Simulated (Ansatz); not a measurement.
NiSb: how the free axis answers a strain

NiSb, P6_3/mmc, a = 3.916 Å, c = 5.070 Å. The structure is a COD entry; whether it is the stable form wasn't checked. Ansatz: PBEsol, PAW, 420 eV, Γ-centred 18×18×10 mesh on 4 atoms, Gaussian smearing 0.10 eV; no spin polarisation. Series: biaxial strain in the a-b plane, c and atoms relaxed; x is the strain in per cent. y is the change of c in per cent of 5.070 Å.

```
x (%) y (%)
 -3.0      ?
 -2.0   1.80
 -1.0   0.90
  0.0   0.00
  1.0  -0.86
  2.0  -1.69
  3.0  -2.44
```

Fit y = c1 x + c2 x² to the other rows, say what c1 measures, and predict the missing y.

Least squares on the rows shown. y = −0.8702 x + 0.01751 x². With no stress along c, c1 = −2C13/C33 = -0.870. At x = -3.0 the fit asked for gives 2.77 %. The run gave 2.80 %, so the fit is 0.03 % too low, a small miss on the scale of the series.